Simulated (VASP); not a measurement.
# C: optical spectrum of independent particles, by functional

C, Fd-3m (no. 227), 2 atoms in the cell.

| Functional | ε at zero frequency, electronic | Mean energy of the absorption, weighted by Im ε (eV) | Refractive index at 633 nm | Refractive index at 1064 nm | Direct gap on the mesh (eV) | Time (s) |
|---|---|---|---|---|---|---|
| PBE | 6.00 | 11.81 | 2.49 | 2.46 | 5.59 | 2.6 |
| LDA | 6.03 | 11.77 | 2.50 | 2.47 | 5.55 | 2.3 |
| PBEsol | 6.09 | 11.74 | 2.51 | 2.48 | 5.54 | 2.5 |
| r2SCAN | 5.78 | 12.27 | 2.44 | 2.42 | 5.84 | 7.9 |
| TB-mBJ | 5.39 | 12.61 | 2.35 | 2.33 | 6.62 | 10 |
| AM05 | 6.08 | 11.75 | 2.50 | 2.48 | 5.52 | 2.3 |

Limits: The 8×8×8 mesh is coarse for a spectrum: peaks stand apart that a denser mesh merges; the pull between electron and hole is left out; rows 1, 2, 3, 4, 6: the onset follows the functional's gap, which semilocal functionals usually make too small.

## Input of the first row

INCAR:
```
SYSTEM = C
  PREC = Accurate
  ENCUT = 460
  ISMEAR = 0
  SIGMA = 0.02
  EDIFF = 1E-7
  LASPH = .TRUE.
  KPAR = 4
  LWAVE = .TRUE.
  LCHARG = .FALSE.
  LOPTICS = .TRUE.
  ALGO = Normal
  NBANDS = 20
  NEDOS = 2000
  CSHIFT = 0.1
  GGA = PE
```

KPOINTS:
```
k-points
0
Gamma
  8 8 8
```

POSCAR:
```
C
1.0
    0.0000000000      1.7833700000      1.7833700000
    1.7833700000      0.0000000000      1.7833700000
    1.7833700000      1.7833700000      0.0000000000
C
2
Direct
    0.7500000000      0.7500000000      0.7500000000
    0.5000000000      0.5000000000      0.5000000000
```

Commands:
```
cat potpaw_PBE.64/C/POTCAR > POTCAR
mpirun -np 4 vasp_std > vasp.out
```

Changes of the last row against the first:
```
- GGA = PE
+ GGA = AM
```

VASP 6.6.1 took 2.6 s on 4 cores (Intel Xeon 6975P-C (Granite Rapids)), a shared host.
